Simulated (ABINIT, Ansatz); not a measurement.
Planning a run of ABINIT 10.8.3 on CdSe (F-43m). The input:

```
acell 3*1.0 Angstrom
rprim 
  -0.000000000000 3.070271198600 3.070271198600
  3.070271198600 -0.000000000000 3.070271198600
  3.070271198600 3.070271198600 0.000000000000
ntypat 2
znucl 48 34
natom 2
typat 1 2
xred 
  0.000000000000 0.000000000000 0.000000000000
  0.750000000000 0.750000000000 0.750000000000
pp_dirpath "pseudos"
pseudos "Cd.upf, Se.upf"
ecut 48
ngkpt 4 4 4
nshiftk 1
shiftk 0 0 0
kptopt 1
chksymbreak 0
istwfk *1
occopt 1
irdwfk 1
optdriver 4
nband 232
gwcalctyp 0
ecutsigx 48
symsigma 1
nkptgw 1
kptgw 
  0.0000000000 0.0000000000 0.0000000000
bdgw 
  20 26
ecuteps 9.1
irdscr 1
ppmodel 1
indata_prefix "in"
outdata_prefix "out"
tmpdata_prefix "tmp"
```

```sh
OMP_NUM_THREADS=1 mpirun -n 8 abinit run.abi > log
```

Question: Estimate wall time and host memory on 8 MPI ranks of AMD EPYC 9B45 (Zen 5), shared host.

It took 16 s; on shared hardware allow 8.2 s to 33 s. Peak host memory was 4.0 GiB.

[Paths, hosts, dates, memory and timing lines, banners, echoed tables and standing remarks are left out of the program output.]

[Logs are printed without paths, hosts, clocks, repeated set-up lines and the standing remarks that a program may print on its own settings, such as how far it seeks lower states.]

[Runs of the session that timed out or met a known fault of the program may be left out.]

[Hosts, paths, dates, database ids (printed as entryN), source tags and the programs' standing remarks are cut or masked in the printed files.]

[G0W0 gaps are taken among the corrected bands and points alone; a level outside them can change the order at an edge.]

[Where Ansatz stands beside ABINIT at settings called matched, ABINIT's density can come from a denser mesh and the files from another edition; pairs whose starting gaps differed by over 0.03 eV were left out, so agreement reads better than it is.]
